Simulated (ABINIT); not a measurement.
Write the native input for ABINIT 10.8.3 (patched build) that does the following.

```
Task                                            : band structure
Functional                                      : PW91
Potentials or basis                             : JTH PAW PBE v2.0
Cutoff                                          : 571 eV
k mesh                                          : 8 × 8 × 8
Occupations                                     : gaussian, width 0.136 eV
Spin                                            : collinear spin, ferromagnetic start
Starting moments                                : [0.5] μB
Fine-grid cutoff                                : 1142.88 eV
Exchange and correlation inside the PAW spheres : full angular mesh (pawxcdev 0, this build's default; the released program takes 1)
```

The system is Sr.

```
Sr
1.0
    -2.62302    2.62302    2.62302
     2.62302   -2.62302    2.62302
     2.62302    2.62302   -2.62302
Sr
1
Cartesian
  0.0000 0.0000 0.0000
```

This isn't the form of Sr at room conditions, which is fcc.

The cell isn't the ideal one: volume scaled by 1.25.

The input as run:

run.abi

```
# Datasets: ground state, then fixed potential
ndtset 2

# Pseudopotentials
pp_dirpath "./"
pseudos "Sr.GGA_PBE-JTH.xml"

# Structure
acell 3*1.0
rprim
    -4.9567974226     4.9567974226     4.9567974226
     4.9567974226    -4.9567974226     4.9567974226
     4.9567974226     4.9567974226    -4.9567974226
ntypat 1
znucl 38
natom 1
typat 1
xcart
     0.0000000000     0.0000000000     0.0000000000
chkprim 0
chksymtnons 0
tolsym 1.0e-6

# Plane-wave basis
ecut 21.0
pawecutdg 42.0

# Exchange and correlation
ixc -109134

# Bands and occupations
occopt 7
tsmear 0.136 eV

# Spin
nsppol 2
spinat
     0.0000000000     0.0000000000     0.5000000000

# SCF cycle
nstep 100

# Output
iomode 3
prtwf 0
prteig 0
prtebands 0
enunit 1
prtden1 1

# Dataset 1
kptopt1 1
ngkpt1 8 8 8
nshiftk1 1
shiftk1 0.0 0.0 0.0
nband1 9
tolvrs1 1.0e-9

# Dataset 2: bands along G-H-N-G-P-H
iscf2 -2
getden2 1
nband2 13
nbdbuf2 2
tolwfr2 1.0e-12
kptopt2 -5
ndivsm2 5
prteig2 1
kptbounds2
     0.0000000000     0.0000000000     0.0000000000
     0.5000000000    -0.5000000000     0.5000000000
     0.0000000000     0.0000000000     0.5000000000
     0.0000000000     0.0000000000     0.0000000000
     0.2500000000     0.2500000000     0.2500000000
     0.5000000000    -0.5000000000     0.5000000000
```

Potentials or basis: JTH PAW PBE v2.0.

Run with:

```bash
$ abinit run.abi > log 2>&1
```

It gave:

```yaml
Pressure: -2.1 GPa
Band_gap_on_the_k_mesh: none (metal or under the smearing width)
Net_moment: 0.00 μB per cell
Valence_electrons_inside_the_program's_atomic_spheres: Sr 7.20 (radii [1.1677] Å)
```

Caveat: the PAW data sets were made with another functional, which shifts forces and pressure a little; the cell was measured hot, at 901 K.

Run time: 41 s on 1 thread of Intel(R) Xeon(R) 6975P-C (Granite Rapids), on a shared host, peak memory 0.17 GiB.
